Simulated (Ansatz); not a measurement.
# MoSe2 (2H (MoS2) bulk type): testing the settings of Wannier runs, part 1 of 2

Aim: run 2 Wannier inputs for MoSe2 (2H (MoS2) bulk type) as typed, and read from each log whether it ends well.

Method: plane waves, PAW; the settings change from run to run, as each input shows, in Ansatz 0.2.0.

2 further runs of the same task are left out: 2 that didn't finish.

**1. Starting point**

The structure is hexagonal, space group P6_3/mmc (No. 194). The conventional cell has a = 3.305 Å, b = 3.305 Å, c = 13.088 Å, α = 90.00°, β = 90.00°, γ = 120.00°. Mo (site symmetry -6m2) is surrounded by 6 Se at 2.53 Å. Se (site symmetry 3m) has 3 Mo at 2.53 Å as nearest neighbours.

As a file:

```cif
data_structure
_symmetry_space_group_name_H-M 'P 1'
_symmetry_Int_Tables_number 1
_cell_length_a 3.3054
_cell_length_b 3.3054
_cell_length_c 13.0878
_cell_angle_alpha 90.000
_cell_angle_beta 90.000
_cell_angle_gamma 120.000
_cell_volume 123.84
loop_
_atom_site_label
_atom_site_type_symbol
_atom_site_fract_x
_atom_site_fract_y
_atom_site_fract_z
_atom_site_occupancy
Mo1 Mo 0.33333 0.66667 0.25000 1
Mo2 Mo 0.66667 0.33333 0.75000 1
Se1 Se 0.66667 0.33333 0.37663 1
Se2 Se 0.66667 0.33333 0.12337 1
Se3 Se 0.33333 0.66667 0.87663 1
Se4 Se 0.33333 0.66667 0.62337 1
```

The cell was relaxed beforehand with r2SCAN+rVV10; those runs aren't shown. No spin polarisation is used; should the compound be magnetic, its bands and low-energy spectrum would differ.

**2. Input 1**

File input.yaml:

```yaml
crystal:
  lattice:
    - [3.3053967701, 0.0, 0.0]
    - [-1.652698385, 2.8625575725, 0.0]
    - [0.0, 0.0, 13.0878308593]
  atoms:
    - { symbol: Mo, position: [0.3333333333, 0.6666666667, 0.25] }
    - { symbol: Mo, position: [0.6666666667, 0.3333333333, 0.75] }
    - { symbol: Se, position: [0.6666666667, 0.3333333333, 0.3766314226] }
    - { symbol: Se, position: [0.6666666667, 0.3333333333, 0.1233685774] }
    - { symbol: Se, position: [0.3333333333, 0.6666666667, 0.8766314226] }
    - { symbol: Se, position: [0.3333333333, 0.6666666667, 0.6233685774] }
kpoints:
  mp_grid: { grid: [9, 9, 2] }
  band_path:
    path:
      - [[0.0, 0.0, 0.0], [0.5, 3.766730112784e-17, 0.0], [0.3333333333333, 0.3333333333333, 0.0], [0.0, 0.0, 0.0], [0.0, 0.0, 0.5], [0.5, 3.766730112784e-17, 0.5], [0.3333333333333, 0.3333333333333, 0.5], [0.0, 0.0, 0.5]]
      - [[0.5, 3.766730112784e-17, 0.5], [0.5, 3.766730112784e-17, 0.0]]
      - [[0.3333333333333, 0.3333333333333, 0.5], [0.3333333333333, 0.3333333333333, 0.0]]
    npoints: 10
hamiltonian:
  xc: pbe
scf:
  occupations: { method: fixed }
  n_extra_bands: 24
output:
  forces: false
  stress: false
  eigenvalues: true
  wannier:
    kmesh: [6, 6, 2]
    projections:
      - { species: Se, l: s, shell: 4 }
      - { species: Se, l: p, shell: 4 }
      - { species: Mo, l: s, shell: 5 }
      - { species: Mo, l: p, shell: 5 }
    minimise: true
    write_hr: true
    conv_tol: 1.0e-08
    max_iter: 3000
    disentanglement: { window: [-13.97, 29.01], frozen_window: [4.03, 14.51] }
```

The run is started by

```console
ansatz run input.yaml --threads 4 --pin off --max-ram 5529MiB --backend cpu --events-out ev --progress --plain --runs-dir out
```

Log:

```text
Warning: RAYON_NUM_THREADS=4 ignored (pool sized by the plan → 4); use --threads N
Mo: the file doesn't list 5p, so it is added from the neutral free atom; the dataset's partial waves leave at most 1.8e-3 of an orbital's norm unspanned inside its sphere
scf.n_extra_bands = 24 over 46 filled bands (N_el = 92.0): the run solves 70 bands
Engine: ansatz 0.2.0, aarch64-unknown-linux-gnu
Pseudopotentials: kind: paw
Pseudopotential: Mo, paw, valence charge 14, recommended cutoff 420 eV (normal), Mo.paw.azcp
Pseudopotential: Se, paw, valence charge 16, recommended cutoff 420 eV (normal), Se.paw.azcp
Functional definition: PBE
  parameter kappa = 0.804
  parameter beta = 0.06672455060314922
  exchange = pbe_x(kappa = kappa, mu = beta*pi^2/3)
  correlation = pbe_c(beta = beta)
Crystal: 6 atoms, lattice volume = 123.836 Å³
Basis set: ecut = 420 eV, 2491 PW (Γ)
Bands: 70, of which v1, the nominal top of the filled ones, is band 46 counted from 1 (45 counted from 0)
Symmetry: 24 space group operations
Space group: P63/mmc (ITA 194), of the structure as read, at distance tolerance 5.0e-5 Å
k-points: 24 of 162
Non-local potential: Mo, projectors of the file, l = 0: 3, l = 1: 2, l = 2: 2, l = 3: 1
Non-local potential: Se, projectors of the file, l = 0: 2, l = 1: 2, l = 2: 3, l = 3: 1
PAW form: soft (Blöchl's): semilocal exchange-correlation on the pseudo side does not see the compensation charge
PAW one-centre angular grid: Mo, 590 points (default); XC on 64 Gauss nodes
PAW one-centre angular grid: Se, 590 points (default); XC on 64 Gauss nodes
Initial density: superposition of atomic densities (neutral atoms: chi_scale 0, normalization atom), corrected by the library's trained network
Initial wavefunctions: pseudopotential atomic-orbital guess
Functional: x = pbe(κ = 0.804, μ = 0.2195149727645171), c = pbe(β = 0.06672455060314922)
SCF iter   1: F=—  HF=-31792.376654 eV  |F-HF|=—  |Δ(HF+E_count)|=         —  Δρ=4.80e-3  dr2=9.41e-3  ethr=1.77e-3  ⟨swp⟩=4.9  Hψ=5328  notcnv=0  defer=480
preconditioner: auto → Resta (q_TF=auto, 2.596 Å⁻¹)  ε∞=3.4  [insulator: Δε(μ)=0.986 eV  Ē_g=12.868 eV  n_scr=40 (ndim 8)  ℏωp=20.0 eV  f_vac=0.057  ε∞_Penn≈3.4]
SCF iter   2: F=—  HF=-31792.385848 eV  |F-HF|=—  |Δ(HF+E_count)|=   9.19e-3  Δρ=2.79e-3  dr2=4.34e-3  ethr=1.02e-5  ⟨swp⟩=2.0  Hψ=2426  notcnv=0  defer=526
SCF iter   3: F=—  HF=-31792.388724 eV  |F-HF|=—  |Δ(HF+E_count)|=   2.88e-3  Δρ=1.57e-3  dr2=2.35e-3  ethr=4.71e-6  ⟨swp⟩=2.0  Hψ=1677  notcnv=0  defer=526
SCF iter   4: F=—  HF=-31792.389635 eV  |F-HF|=—  |Δ(HF+E_count)|=   9.12e-4  Δρ=1.09e-4  dr2=8.41e-6  ethr=2.55e-6  ⟨swp⟩=2.0  Hψ=1682  notcnv=0  defer=526
SCF iter   5: F=—  HF=-31792.389641 eV  |F-HF|=—  |Δ(HF+E_count)|=   5.65e-6  Δρ=3.47e-5  dr2=1.24e-6  ethr=9.14e-9  ⟨swp⟩=2.0  Hψ=2149  notcnv=0  defer=384
SCF iter   6: F=—  HF=-31792.389643 eV  |F-HF|=—  |Δ(HF+E_count)|=   1.81e-6  Δρ=8.25e-6  dr2=1.75e-7  ethr=1.35e-9  ⟨swp⟩=2.0  Hψ=2352  notcnv=0  defer=384
SCF iter   7: F=-31792.389643 eV  HF=-31792.389643 eV  |F-HF|=1.20e-9  |Δ(HF+E_count)|=   6.50e-8  Δρ=4.06e-6  dr2=4.16e-8  ethr=1.09e-10  ⟨swp⟩=11.4  Hψ=8459  notcnv=0
SCF 1 converged in 7 iterations: F = -31792.389643 eV  dr2 = 4.16e-8
NSCF: frozen V_eff on 93 k-points
NSCF: frozen V_eff on 18 k-points
the Wannier pass solved 18 of the 72 points of its mesh, and has the states at the others by symmetry: states obtained by the crystal's operations at points that were solved too leave a residual of 4.26e-13 eV (read by the count's bands and the next), within 8.33e-6 eV
NSCF: frozen V_eff on 18 k-points
the Wannier pass solved 18 of the 72 points of its mesh, and has the states at the others by symmetry: states obtained by the crystal's operations at points that were solved too leave a residual of 4.29e-13 eV (read by the count's bands and the next), within 8.33e-6 eV
SCF converged after 7 iterations
Free energy (F): -31792.389643 eV
Harris-Foulkes:  -31792.389643 eV  (|F-HF|=1.20e-9)
Internal energy: -31792.389643 eV  (E = F + TS)
E sigma→0 (E₀):  -31792.389643 eV
Fermi energy:    12.027025 eV
--- Per-component energies (eV) ---
  E_band       = -1663.309006
  E_kinetic    = 1359.283054
  E_local      = -12137.607279  (includes V_loc(G=0)·N_el)
  E_nonlocal   = -2095.765832
  E_hartree    = 5738.703280
  E_xc         = -785.865406
  E_vxc        = -853.580505  (∫ρ·V_xc dr)
  E_paw        = -14048.328722  (= ΣΔE_a)
  E_vpaw       = 586.969082  (= ΣTr[D̂ρ^β])
  E_aug_tail   = -0.002276  (compensation charges beyond the density's cutoff)
  E_ewald      = -9822.806462
  E_smearing   = -0.000000  (= −TS)
  E_closure    = 0.000000  (closes the sum)
  Σ components = -31792.389643   (vs F -31792.389643, Δ=0.00e0)
--- Band table (eV; the first three rows and the last of 24) ---
  k-point 0: bands = ["-49.1548", "-49.1548", "-35.7286", "-35.7286", "-35.7285", "-35.7285", "-35.7282", "-35.7282", "-35.7282", "-35.7282", "-35.6906", "-35.6906", "-35.6904", "-35.6904", "-35.6896", "-35.6896", "-35.6894", "-35.6894", "-35.6757", "-35.6755", "-35.6734", "-35.6732", "-23.3069", "-23.3068", "-23.1343", "-23.1343", "-23.1343", "-23.1343", "-2.7275", "-2.4876", "-1.7591", "-1.3950", "5.6825", "6.6917", "8.8070", "9.4661", "9.4661", "9.4794", "9.4794", "10.4525", "10.4525", "10.4916", "10.4916", "11.0207", "11.1678", "12.0270", "14.4916", "14.4916", "14.5476", "14.5476", "14.6901", "14.6901", "14.8577", "14.8577", "17.2198", "17.7496", "19.9361", "20.2129", "20.3208", "21.8534", "22.3272", "22.3272", "22.7648", "22.7648", "23.2486", "24.2595", "24.2595", "24.3473", "24.7567", "24.7567"]
  k-point 1: bands = ["-49.1548", "-49.1548", "-35.7286", "-35.7286", "-35.7286", "-35.7286", "-35.7282", "-35.7282", "-35.7282", "-35.7282", "-35.6905", "-35.6905", "-35.6905", "-35.6905", "-35.6895", "-35.6895", "-35.6895", "-35.6895", "-35.6756", "-35.6756", "-35.6733", "-35.6733", "-23.3068", "-23.3068", "-23.1343", "-23.1343", "-23.1343", "-23.1343", "-2.6268", "-2.6268", "-1.5592", "-1.5592", "6.0966", "6.0966", "9.4727", "9.4727", "9.4727", "9.4727", "9.7514", "9.7514", "10.4721", "10.4721", "10.4721", "10.4721", "11.8415", "11.8415", "14.5088", "14.5088", "14.5088", "14.5088", "14.7845", "14.7845", "14.7845", "14.7845", "17.5205", "17.5205", "20.0807", "20.0807", "20.8473", "20.8473", "22.5270", "22.5270", "22.5270", "22.5270", "23.7663", "23.7663", "24.5088", "24.5088", "24.5088", "24.5088"]
  k-point 2: bands = ["-49.1522", "-49.1522", "-35.7285", "-35.7284", "-35.7283", "-35.7282", "-35.7281", "-35.7281", "-35.7277", "-35.7277", "-35.6907", "-35.6906", "-35.6905", "-35.6904", "-35.6898", "-35.6896", "-35.6896", "-35.6894", "-35.6755", "-35.6752", "-35.6731", "-35.6729", "-23.3002", "-23.3002", "-23.1645", "-23.1645", "-23.1411", "-23.1411", "-2.5597", "-2.3232", "-1.6610", "-1.3133", "5.8864", "6.8904", "8.5868", "9.0383", "9.0703", "9.6282", "9.6511", "9.8103", "10.1830", "10.2310", "10.4936", "11.0412", "11.3666", "11.7524", "14.1103", "14.1281", "14.2331", "14.3640", "14.4251", "14.6294", "14.7073", "14.8244", "18.0816", "18.5574", "20.3294", "20.7965", "21.3016", "21.7155", "21.8650", "22.0595", "22.7736", "22.9444", "23.1815", "23.2747", "23.3964", "24.3260", "24.6025", "25.0750"]
  k-point 23: bands = ["-49.1296", "-49.1296", "-35.7266", "-35.7266", "-35.7258", "-35.7258", "-35.7257", "-35.7257", "-35.7255", "-35.7255", "-35.6921", "-35.6921", "-35.6912", "-35.6912", "-35.6905", "-35.6905", "-35.6900", "-35.6900", "-35.6735", "-35.6735", "-35.6709", "-35.6709", "-23.3272", "-23.3272", "-23.2938", "-23.2938", "-23.2428", "-23.2428", "-0.5864", "-0.5864", "-0.4807", "-0.4807", "6.5724", "6.5724", "7.0740", "7.0740", "7.6553", "7.6553", "8.0183", "8.0183", "8.8687", "8.8687", "9.5156", "9.5156", "11.6310", "11.6310", "13.1235", "13.1235", "14.2166", "14.2166", "14.7398", "14.7398", "15.9495", "15.9495", "18.2723", "18.2723", "18.9990", "18.9990", "20.6071", "20.6071", "22.5628", "22.5628", "23.6844", "23.6844", "24.2582", "24.2582", "24.4479", "24.4479", "24.8710", "24.8710"]
Error: a combination of the trial orbitals is all but absent from the optimal subspace at ik = 0: its weight there is 5.3e-15 of the largest combination's or less, which the computation cannot tell from zero, so that the projections give no starting gauge (the trial orbitals are those of output.wannier.projections, and ik = 0 is k-point 1 of the .win and .amn files); move output.wannier.disentanglement.frozen_window, whose bands are always kept in the subspace
```

Run time: 49 s. Hardware: 4 threads of Arm Neoverse V1, shared host; peak memory 0.65 GiB.

What is wrong: The run stopped with an error. Some combination of the trial orbitals has almost no weight, at one k point, in the states chosen from the window. To mend it, choose trial orbitals that match the bands, or move the windows as the message advises.

(Continued in part 2 of 2.)
